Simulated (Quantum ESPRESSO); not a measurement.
The system is ZnS.

```xyz
2
Lattice="0.0000 2.7020 2.7020 2.7020 0.0000 2.7020 2.7020 2.7020 0.0000" Properties=species:S:1:pos:R:3 pbc="T T T"
Zn    4.0530    4.0530    4.0530
S     0.0000    0.0000    0.0000
```

```yaml
Program: Quantum ESPRESSO 7.5
Task: phonons
Functional: PBEsol
Potentials_or_basis: GBRV 1.5 PBEsol
Cutoff: 612 eV
Density_cutoff: 4898 eV
k_mesh: 6 × 6 × 6, shifted
Occupations: fermi-dirac, width 0.05 eV
Spin: no spin polarisation
Mixing_beta: 0.5
Most_SCF_iterations: 120
SCF_threshold: 4e-10 Ry
```

The cell and the atoms were relaxed first, to 19.15 Å³/atom (a = 3.784 Å, b = 3.784 Å, c = 3.784 Å, α = 60.00°, β = 60.00°, γ = 60.00°), and the response was taken there.

The first run showed a gap, so the response started from a second, tighter run with fixed occupations.

The run gives a transverse optical frequency of 281 cm⁻¹, an electronic dielectric constant of 6.08 and Born charges of ±1.94 e.

**Question.** What are the longitudinal frequency and the static dielectric constant?

**Answer.** The longitudinal mode lies at 340 cm⁻¹, 59 cm⁻¹ over the transverse one, and the static constant is 8.95. The two agree with the Lyddane-Sachs-Teller relation: (340/281)² = 1.46 and 8.95/6.08 = 1.47.
